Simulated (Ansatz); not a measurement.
## From the elastic tensor of GaSb at 18 GPa (stress–strain coefficients) to moduli and sound speeds

All numbers below come from DFT PBEsol, scalar-relativistic, plane waves, PAW (Ansatz 0.2.0). Plane waves to 420 eV; Γ-centred k mesh 12×12×12; fixed occupations. No spin polarisation.

Symmetry: F-43m, No. 216, cubic system. Conventional cell: a = 5.695 Å, b = 5.695 Å, c = 5.695 Å, α = 90.00°, β = 90.00°, γ = 90.00°. Around Ga (site symmetry -43m) lie 4 Sb at 2.47 Å. Sb (site symmetry -43m) is surrounded by 4 Ga at 2.47 Å.

Spin–orbit coupling is left out, which matters for heavy elements. The real crystal has changed phase below this pressure. The bands were filled as in an insulator; under compression the gap may have closed between mesh points.

Relaxed-ion constants (GPa, on the Cartesian axes of the calculation):
C11 = 153.8, C12 = 113.3, C13 = 113.3, C22 = 153.8, C23 = 113.3, C33 = 153.8, C44 = 42.8, C55 = 42.8, C66 = 42.8 GPa; the others vanish.

Density 6.886 g/cm³; 2 atoms in 46.18 Å³.

The values that follow are for a polycrystal of randomly turned grains, by Hill's mean where one number stands.

With S = C⁻¹: B_V = (C11+C22+C33+2(C12+C13+C23))/9, G_V = (C11+C22+C33−C12−C13−C23+3(C44+C55+C66))/15, 1/B_R = S11+S22+S33+2(S12+S13+S23), 15/G_R = 4(S11+S22+S33−S12−S13−S23)+3(S44+S55+S66); Hill is their mean. Then v_l = √((B+4G/3)/ρ), v_t = √(G/ρ), v_m = [(2/v_t³+1/v_l³)/3]^(−1/3) and Θ = (ħ/k_B)·v_m·(6π²n/V)^(1/3) for n atoms in the volume V; E = 9BG/(3B+G), ν = (3B−2G)/(2(3B+G)) and A^U = 5G_V/G_R + B_V/B_R − 6.

| Quantity | Value |
| --- | --- |
| Bulk modulus, Voigt / Reuss / Hill | 126.8 / 126.8 / 126.8 GPa |
| Shear modulus, Voigt / Reuss / Hill | 33.8 / 29.6 / 31.7 GPa |
| Young's modulus | 88 GPa |
| Poisson ratio | 0.385 |
| Pugh ratio B/G | 4.00 |
| Universal anisotropy index | 0.70 |
| Longitudinal and transverse sound speeds | 4955 and 2146 m/s |
| Debye temperature from the mean sound speed | 253 K |

Cost: 1 run of about 2.3 core-minutes, on AMD EPYC 9R45 (Zen 5) (shared hosts).

Compressed zinc-blende GaSb strongly resists a change of volume but yields easily to shear. Compression shortens the bonds and steepens the repulsion between them, which raises the bulk modulus, while shear is opposed largely by the bond-bending forces of an open tetrahedral network, which gain little from pressure. The Pugh ratio of 4.00 and the Poisson ratio of 0.385 therefore probably reflect this imbalance, and are not evidence of metallic bonding or of ductility, which also depends on dislocation motion and fracture.

The softest shear is the tetragonal one, governed by the small difference between C11 and C12; it lies well below C44 and accounts for the elastic anisotropy. The low transverse sound speed in turn keeps the Debye temperature down, since the slow branches dominate the mean.

The constants satisfy the cubic conditions for stability under homogeneous strain at this pressure. That is compatible with a metastable lattice, because a first-order transition can precede any elastic instability, but it doesn't rule out soft phonons at shorter wavelengths.
